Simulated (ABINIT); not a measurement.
A run of ABINIT 10.8.3 (patched build) is set up as follows.

Contents of run.abi:

```
# Datasets: ground state, then fixed potential
ndtset 2

# Pseudopotentials
pp_dirpath "./"
pseudos "Ti.upf, Al.upf"

# Structure
acell 3*1.0
rprim
    -3.6114683927     3.6114683927     8.0892916522
     3.6114683927    -3.6114683927     8.0892916522
     3.6114683927     3.6114683927    -8.0892916522
ntypat 2
znucl 22 13
natom 4
typat 1 2 2 2
xred
     0.0000000000     0.0000000000     0.0000000000
     0.2500000000     0.7500000000     0.5000000000
     0.7500000000     0.2500000000     0.5000000000
     0.5000000000     0.5000000000     0.0000000000

# Plane-wave basis
ecut 42.0

# Exchange and correlation
ixc -116133

# Bands and occupations
occopt 3
tsmear 0.05 eV

# SCF cycle
nstep 100

# Output
iomode 3
prtwf 0
prteig 0
prtebands 0
enunit 1
prtden1 1

# Dataset 1
kptopt1 1
ngkpt1 10 10 10
nshiftk1 1
shiftk1 0.0 0.0 0.0
nband1 15
tolvrs1 1.0e-10

# Dataset 2: bands along G-X-Y-S-G-Z-S1-N-P-Y1-Z
iscf2 -2
getden2 1
nband2 21
nbdbuf2 4
tolwfr2 1.0e-11
kptopt2 -10
ndivsm2 5
prteig2 1
prtvol2 -3
kptbounds2
     0.0000000000     0.0000000000     0.0000000000
     0.0000000000     0.0000000000     0.5000000000
    -0.0996590294     0.0996590294     0.5000000000
    -0.2998295147     0.2998295147     0.2998295147
     0.0000000000     0.0000000000     0.0000000000
     0.5000000000     0.5000000000    -0.5000000000
     0.2998295147     0.7001704853    -0.2998295147
     0.0000000000     0.5000000000     0.0000000000
     0.2500000000     0.2500000000     0.2500000000
     0.5000000000     0.5000000000    -0.0996590294
     0.5000000000     0.5000000000    -0.5000000000
```

Potentials or basis: PseudoDojo NC SR PBEsol v0.4.1 standard.

Launch:

```console
$ abinit run.abi > log 2>&1
```

Problem. What does it give for the band gap on the k mesh?

Solution. None (metal or under the smearing width).

Problem. Predict the pressure.

Solution. -0.6 GPa.

Stress tensor (GPa, compression positive):
```
-0.57  0.00  0.00
 0.00 -0.57  0.00
 0.00  0.00 -0.65
```
